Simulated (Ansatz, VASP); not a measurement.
InAs3: VASP beside Ansatz

```
In As
1.0
    -2.80709    2.80709    2.80709
     2.80709   -2.80709    2.80709
     2.80709    2.80709   -2.80709
In As
1 3
Direct
  0.00000 0.00000 0.00000
  0.00000 0.50000 0.50000
  0.50000 0.00000 0.50000
  0.50000 0.50000 0.00000
```

Alike in both runs: functional PBE; k mesh 12 × 12 × 12; occupations gaussian, width 0.1 eV; no spin polarisation.

Ansatz relaxed the structure, and its values are those at the end. VASP's run is a single point on that final structure, the one shown.

```csv
,VASP,Ansatz
version,VASP 6.6.1,Ansatz 0.2.0
potentials or method,"VASP PAW PBE potentials, release 64 (In_d, As)","scalar-relativistic, plane waves, PAW"
plane-wave cutoff (eV),520,420
valence electrons in the cell,28,58
```

|  | VASP | Ansatz | Ansatz less VASP |
| --- | --- | --- | --- |
| gap on the k mesh at the Fermi level (eV) | none | none | - |
| pressure (GPa) | 0.1 | 0.0 | -0.08 |

A gap of «none» marks a metal or a gap that the smearing closes. The two sets of potentials don't hold the same shells in valence.
